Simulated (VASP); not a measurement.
Output of a VASP run:

File OSZICAR:
```
       N       E                     dE             d eps       ncg     rms          rms(c)
DAV:   1     0.344016843852E+03    0.34402E+03   -0.18445E+04  2832   0.229E+03
DAV:   2     0.199173635919E+02   -0.32410E+03   -0.31679E+03  2918   0.483E+02
DAV:   3    -0.255714386307E+02   -0.45489E+02   -0.44919E+02  3750   0.186E+02
DAV:   4    -0.272065333257E+02   -0.16351E+01   -0.16291E+01  3494   0.377E+01
DAV:   5    -0.272564263490E+02   -0.49893E-01   -0.49882E-01  3556   0.616E+00    0.138E+01
DAV:   6    -0.231272282627E+02    0.41292E+01   -0.17989E+01  4842   0.592E+01    0.104E+01
DAV:   7    -0.232162043151E+02   -0.88976E-01   -0.20235E+00  2888   0.115E+01    0.327E+00
DAV:   8    -0.231751903910E+02    0.41014E-01   -0.21914E-01  4508   0.495E+00    0.173E+00
DAV:   9    -0.231603654220E+02    0.14825E-01   -0.53401E-02  4694   0.366E+00    0.446E-01
DAV:  10    -0.231580574694E+02    0.23080E-02   -0.90034E-03  4572   0.139E+00    0.173E-01
DAV:  11    -0.231584790393E+02   -0.42157E-03   -0.51465E-03  4398   0.680E-01    0.170E-01
DAV:  12    -0.231582418873E+02    0.23715E-03   -0.10644E-03  4432   0.410E-01    0.242E-02
DAV:  13    -0.231582509831E+02   -0.90959E-05   -0.82382E-05  3266   0.678E-02    0.134E-02
DAV:  14    -0.231582502638E+02    0.71931E-06   -0.27344E-06  4548   0.179E-02    0.854E-03
DAV:  15    -0.231582497672E+02    0.49662E-06   -0.90656E-07  3666   0.853E-03    0.357E-03
DAV:  16    -0.231582496237E+02    0.14354E-06   -0.95568E-07  4304   0.869E-03    0.439E-04
DAV:  17    -0.231582496423E+02   -0.18600E-07   -0.85752E-08  1648   0.252E-03
   1 F= -.23158250E+02 E0= -.23158250E+02  d E =0.000000E+00
```

File OUTCAR:
```
------------------------ aborting loop because EDIFF is reached ----------------------------------------
  FORCE on cell =-STRESS in cart. coord.  units (eV):
  Direction    XX          YY          ZZ          XY          YZ          ZX
  --------------------------------------------------------------------------------------
  Total        0.0573373      0.0573373      0.0543659      0.0000000      0.0000000     -0.0000000
  in kB        1.4835229      1.4835230      1.4066432      0.0000000      0.0000000     -0.0000000
  external PRESSURE =       1.4578963 kB  Pullay stress =       0.0000000 kB
  volume of cell :       61.92
      direct lattice vectors                 reciprocal lattice vectors
     1.769057102 -3.064096852  0.000000000     0.282636439 -0.163180221  0.000000000
     1.769057102  3.064096852  0.000000000     0.282636439  0.163180221  0.000000000
     0.000000000  0.000000000  5.711880456     0.000000000  0.000000000  0.175073692
 POSITION                                       TOTAL-FORCE (eV/Angst)
 -----------------------------------------------------------------------------------
      1.76906     -1.02137      2.85532        -0.000000      0.000000      0.009527
      1.76906      1.02137      5.71126        -0.000000     -0.000000      0.009527
      1.76906     -1.02137      5.02136         0.000000      0.000000     -0.009527
      1.76906      1.02137      2.16542         0.000000     -0.000000     -0.009527
 -----------------------------------------------------------------------------------
    total drift:                               -0.000000      0.001508      0.000377
  FREE ENERGIE OF THE ION-ELECTRON SYSTEM (eV)
  ---------------------------------------------------
  free  energy   TOTEN  =       -23.1582496423 eV

  energy  without entropy=      -23.1582496423  energy(sigma->0) =      -23.15824964

 total charge

# of ion       s       p       d       tot
------------------------------------------
    1        0.761   0.782  10.001  11.544
    2        0.761   0.782  10.001  11.544
    3        1.239   2.391   0.000   3.630
    4        1.239   2.391   0.000   3.630
--------------------------------------------------
tot          3.999   6.346  20.002  30.347
```
(Selected blocks of OUTCAR.)

### POSCAR
```
InN
1
    1.7690571017    -3.0640968522    -0.0000000000
    1.7690571017     3.0640968522     0.0000000000
    0.0000000000     0.0000000000     5.7118804560
In N
2 2
Direct
  0.6666670000   0.3333330000   0.4998915258
  0.3333330000   0.6666670000   0.9998915258
  0.6666670000   0.3333330000   0.8791084742
  0.3333330000   0.6666670000   0.3791084742
```

Question: Write an INCAR and KPOINTS that could have produced this output.

Answer: One answer among several that fit: the input of the run itself, PBEsol GGA, plane waves, VASP's PBE PAW potentials (set 64).

### INCAR
```
# general
SYSTEM =InN
PREC   =Accurate
ENCUT  =520   # plane-wave cut-off (eV)
LREAL  =.FALSE.   # projection in real space or not
LASPH  =.TRUE.   # aspherical one-centre terms

# electronic loop
EDIFF  =1E-7
NELM   =100
ALGO   =Normal   # blocked Davidson
LMAXMIX=4   # l cut-off of mixed one-centre charges

# smearing
ISMEAR =-5   # tetrahedra, Bloechl

# functional
GGA    =PS   # PBEsol

# ions
ISIF   =2   # forces and stress, cell fixed

# output
LWAVE  =.FALSE.
LCHARG =.TRUE.
LORBIT =11   # lm-projected
NEDOS  =601
```

### KPOINTS
```
Regular mesh
0
G
 11 11 6
```

POTCAR, in this order: In_d N (PBE.64 set). Program: vasp_std.

For a metal the tetrahedron method with Blöchl corrections gives inexact stress and forces.

The compound is InN in the wurtzite structure. It was relaxed first.
